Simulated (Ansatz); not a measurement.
Computed with DFT PBE, scalar-relativistic, plane waves, PAW in Ansatz 0.2.0. Several structures of NbC4 were relaxed, and the powder pattern of one of them was computed from 10° to 70° in 2θ (λ = 1.5406 Å; lines under 1 % are left out).

Cu Kα1 powder pattern (kinematic, no thermal factors).
```tsv
2θ (°)	relative intensity
10.97	100
22.03	29
33.04	84
33.31	14
34.91	43
40.07	38
44.94	7
47.62	29
56.90	19
57.08	3
59.00	13
60.22	9
63.77	10
67.55	11
69.31	8
69.47	9
```

Problem. Which structure gives it?
1.

```cif
data_structure
_symmetry_space_group_name_H-M 'P6/mmm'
_symmetry_Int_Tables_number 191
_cell_length_a 3.1284
_cell_length_b 3.1284
_cell_length_c 8.0618
_cell_angle_alpha 90.000
_cell_angle_beta 90.000
_cell_angle_gamma 120.000
_cell_volume 68.33
loop_
_atom_site_label
_atom_site_type_symbol
_atom_site_symmetry_multiplicity
_atom_site_Wyckoff_symbol
_atom_site_fract_x
_atom_site_fract_y
_atom_site_fract_z
_atom_site_occupancy
Nb1 Nb 1 b 0.00000 0.00000 0.50000 1
C1 C 2 e 0.00000 0.00000 0.08069 1
C2 C 2 e 0.00000 0.00000 0.23984 1
```

2.

```cif
data_structure
_symmetry_space_group_name_H-M 'I4/mmm'
_symmetry_Int_Tables_number 139
_cell_length_a 6.2725
_cell_length_b 6.2725
_cell_length_c 2.6008
_cell_angle_alpha 90.000
_cell_angle_beta 90.000
_cell_angle_gamma 90.000
_cell_volume 102.33
loop_
_atom_site_label
_atom_site_type_symbol
_atom_site_symmetry_multiplicity
_atom_site_Wyckoff_symbol
_atom_site_fract_x
_atom_site_fract_y
_atom_site_fract_z
_atom_site_occupancy
Nb1 Nb 2 a 0.00000 0.00000 0.00000 1
C1 C 8 h 0.72058 0.72058 0.00000 1
```

3.

```cif
data_structure
_symmetry_space_group_name_H-M 'P-43m'
_symmetry_Int_Tables_number 215
_cell_length_a 3.6053
_cell_length_b 3.6053
_cell_length_c 3.6053
_cell_angle_alpha 90.000
_cell_angle_beta 90.000
_cell_angle_gamma 90.000
_cell_volume 46.86
loop_
_atom_site_label
_atom_site_type_symbol
_atom_site_symmetry_multiplicity
_atom_site_Wyckoff_symbol
_atom_site_fract_x
_atom_site_fract_y
_atom_site_fract_z
_atom_site_occupancy
Nb1 Nb 1 a 0.00000 0.00000 0.00000 1
C1 C 4 e 0.34899 0.65101 0.65101 1
```

Solution. 1. Its strongest line, at 2θ = 10.97°, has d = λ/(2 sin θ) = 8.062 Å and is the (0 0 1) reflection of the conventional P6/mmm cell with a = 3.128 Å, c = 8.062 Å. The others have their strongest lines at 20.0° (2); 35.2° (3).

The cells needn't be stable.
